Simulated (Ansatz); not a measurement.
System: tetradymite Sb2Te3. Method: LDA (PAW; Ansatz, an electronic-structure program).

Run with plane-wave cutoff 520 eV, 10×10×10 k mesh, Fermi–Dirac smearing 0.01 eV, scalar-relativistic PAW data made under PBE.

Shape and atoms are relaxed at each volume.

Pressure at four volumes; x = ln(V/30.726 Å³). One pressure is withheld.

```tsv
V (Å³/atom)	x	P (GPa)
29.497	-0.0408	?
30.111	-0.0202	0.97
30.726	0.0000	0.00
31.955	0.0392	-1.43
```

Task: Pass a parabola P(x) through the three rows shown, estimate the bulk modulus and its pressure derivative near zero pressure, and predict the withheld pressure.

Result: Slopes between the rows: (0.00 − (0.97))/(0.0000 − (-0.0202)) = -48.02 and (-1.43 − (0.00))/(0.0392 − (0.0000)) = -36.48 GPa. Their difference over the span 0.0594 is c = 11.54/0.0594 = 194.3 GPa, so P(x) = 0.97 + (-48.02)(x − (-0.0202)) + 194.3 (x − (-0.0202))(x − (0.0000)). At the middle row B = −dP/dx = −[-48.02 + 194.3 × 0.0202] = 44.1 GPa, and B′ = dB/dP = 2c/B = 8.8. At x = -0.0408 the parabola gives 2.12 GPa; the run gives 2.10 GPa. The Birch–Murnaghan fit to the energies at all volumes has B0 = 43.8 GPa and B′ = 8.6.

Measured, for comparison: bulk modulus 36.1 ± 0.9 GPa (temperature not stated, no zero-point or thermal correction; as tabulated in Sans et al. (2019), arXiv:1907.08317). Computed (rounded) less measured: bulk modulus +21 %.

Note: the gap of the solid is closed in this run; this level leaves the solid without a gap, although one is measured; the bulk modulus comes from volumes at which shape and atoms were relaxed.

Spin–orbit coupling is not included; it can open a gap where bands touch, and shift volumes and moduli.
